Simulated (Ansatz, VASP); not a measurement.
This is a calculation of CdSe for Ansatz 0.2.0.

Contents of input.yaml:

```yaml
crystal:
  lattice:
    - [0.0, 3.0702711986, 3.0702711986]
    - [3.0702711986, 0.0, 3.0702711986]
    - [3.0702711986, 3.0702711986, 0.0]
  atoms:
    - { symbol: Cd, position: [0.0, 0.0, 0.0] }
    - { symbol: Se, position: [0.25, 0.25, 0.25] }
hamiltonian:
  xc: pbe
  pseudopotentials: { kind: paw }
kpoints:
  mp_grid: { grid: [8, 8, 8] }
scf:
  occupations: { method: gaussian, width: 0.1 }
output:
  forces: true
  stress: true
  eigenvalues: true
```

Potentials or basis: Ansatz PAW.

Launch:

```sh
$ ansatz run input.yaml --threads 2 --pin off --max-ram 5632MiB --backend cpu --events-out ev --progress --plain --runs-dir out
```

Task: Translate it to VASP 6.6.1. Potentials there: VASP PAW PBE potentials, release 64 (Cd, Se).

Result: As run (the cutoff follows the program's own potentials):

File run.py:

```python
from ase.calculators.vasp import Vasp
from ase.dft.bandgap import bandgap
from ase.io import read

atoms = read('CdSe.cif')
calc = Vasp(
    directory='calc',
    xc='pbe',
    pp='PBE',
    setups='materialsproject',
    prec='Accurate',
    encut=520,
    ediff=1e-07,
    ismear=0,
    sigma=0.1,
    lreal=False,
    lasph=True,
    nelm=100,
    algo='Fast',
    isif=2,
    lwave=False,
    lcharg=True,
    lelf=True,
    lvhar=True,
    kpts=[8, 8, 8],
    gamma=True,
    nbands=16,
)
atoms.calc = calc

print('energy (eV):', atoms.get_potential_energy())
print('free energy (eV):', atoms.get_potential_energy(force_consistent=True))
print('forces (eV/A):')
print(atoms.get_forces())
print('stress (eV/A^3, Voigt):', atoms.get_stress())
print('Fermi level (eV):', calc.get_fermi_level())
gap, top, bottom = bandgap(calc)
print('band gap (eV):', gap, 'from (spin, k, band)', top, 'to', bottom)
```

CdSe.cif

```cif
data_CdSe
_cell_length_a 4.34201917
_cell_length_b 4.34201917
_cell_length_c 4.34201917
_cell_angle_alpha 60.00000000
_cell_angle_beta 60.00000000
_cell_angle_gamma 60.00000000
_space_group_name_H-M_alt 'P1'
_space_group_name_Hall 'P 1'
_space_group_IT_number 1
loop_
_space_group_symop_operation_xyz
'x,y,z'
loop_
_atom_site_label
_atom_site_type_symbol
_atom_site_symmetry_multiplicity
_atom_site_Wyckoff_symbol
_atom_site_fract_x
_atom_site_fract_y
_atom_site_fract_z
_atom_site_occupancy
Cd1 Cd 1 a 0.0000000000 0.0000000000 0.0000000000 1
Se1 Se 1 a 0.2500000000 0.2500000000 0.2500000000 1
```

Potentials or basis: VASP PAW PBE potentials, release 64 (Cd, Se).

Launch:

```bash
$ python run.py
```

Both were run:

|  | VASP | Ansatz | Ansatz less VASP |
| --- | --- | --- | --- |
| gap on the k mesh at the Fermi level (eV) | 0.55 | 0.55 | +0.001 |
| least direct gap on the mesh (eV) | 0.55 | 0.55 | +0.001 |
| pressure (GPa) | 1.6 | 1.3 | -0.28 |

The functional is the same, so the differences come from potentials, cutoffs and numerics. The two sets of potentials don't hold the same shells in valence.

Expect the measured gap to be larger: semilocal functionals such as PBE lack the derivative discontinuity.
